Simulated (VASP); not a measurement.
Input of a VASP 6.6.1 run:

Contents of INCAR:

```
PREC = Accurate ; ENCUT = 300
EDIFF = 1E-7 ; ISMEAR = 0
SIGMA = 0.03 ; LREAL = False
LASPH = True ; NELM = 80
ALGO = Normal ; ISIF = 2
LWAVE = False ; LCHARG = False
GGA = PE ; IBRION = 2
NSW = 40 ; EDIFFG = -0.01
```

The input KPOINTS:

```
Automatic mesh
0
Gamma
  4 4 4
```

POSCAR

```
RbBr                                    
1.0
    0.0000000000      3.5456258313      3.5456258313
    3.5456258313      0.0000000000      3.5456258313
    3.5456258313      3.5456258313      0.0000000000
  Rb              Br            
     1     1
Direct
     0.0000000000000000    0.0000000000000000    0.0000000000000000
     0.5000000000000000    0.5000000000000000    0.5000000000000000
```

Potentials or basis: VASP PAW PBE potentials, release 64 (Rb_pv, Br).

Run with:

```bash
$ cat potpaw_PBE.64/Rb_pv/POTCAR potpaw_PBE.64/Br/POTCAR > POTCAR
$ mpirun -np 1 vasp_std > vasp.out
```

Question: Predict the band gap on the k mesh.

Answer: 4.10 eV, direct.

Final structure:
```
CELL_PARAMETERS angstrom
0.00000 3.54563 3.54563
3.54563 0.00000 3.54563
3.54563 3.54563 0.00000
ATOMIC_POSITIONS crystal
Rb 0.00000 0.00000 0.00000
Br 0.50000 0.50000 0.50000
```

Caveat: the relaxation stopped at its first step, so nothing moved.
